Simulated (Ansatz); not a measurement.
Method: Ansatz, DFT PBE, scalar-relativistic, plane waves, PAW. All cells share a 420 eV cutoff and Γ-centred k meshes spaced at most about 0.3 Å⁻¹ (about 0.25 or finer for metals, 2π included). No spin polarisation.

Temperature and zero-point effects are left out.

Question: Which of these relaxed structures of BiS7 is the lowest in energy?
A.

```xyz
8
Lattice="3.8315 0.0000 0.0000 0.0000 3.8315 0.0000 0.0000 0.0000 11.0403" Properties=species:S:1:pos:R:3 pbc="T T T"
Bi    0.0000    0.0000    0.0000
S     1.9157    1.9157    3.1458
S     1.9157    1.9157    7.8945
S     1.9157    1.9157    0.0000
S     0.0000    0.0000    3.0658
S     0.0000    0.0000    7.9745
S     0.0000    0.0000    5.5201
S     1.9157    1.9157    5.5201
```

B.

```xyz
8
Lattice="6.4613 0.0000 0.0000 1.1520 6.5648 0.0000 1.5304 1.6572 6.4764" Properties=species:S:1:pos:R:3 pbc="T T T"
Bi    4.3517    4.1608    3.3728
S     3.9300    7.4070    3.9570
S     7.0414    4.3876    2.6498
S     4.8518    4.0030    5.9353
S     4.5171    1.4858    3.1174
S     1.6760    4.0628    4.2860
S     5.6744    5.8719    6.2529
S     4.1733    7.2773    6.0490
```

Answer: B. The other, A, lies 0.38 eV/atom higher. Forms: B P1; A P4/mmm. Counting S atoms around Bi (those within 1.25 times the shortest such distance or 1.15 times the sum of covalent radii; a plus sign parts nearer from farther groups): B has Bi 4; A has Bi 4+2. B and A both hold S–S units of three or more atoms. Origin: A, invented; B, invented, then shaken at random and relaxed again. Even the lowest of the cells shown lies +0.05 eV/atom against the elements.

Weakly bound directions are ill-defined at this level, which has no dispersion term (P1), and this can change margins and order among such cells. Spin–orbit coupling, which can matter for Bi, is left out. In P1, P4/mmm an odd number of electrons in the primitive cell allows no gap without spin; a larger cell or a magnetic state could open one. Cells relaxed within their symmetry can be saddle points. Some candidate types were left out of the draw beforehand, so a known form may be missing.
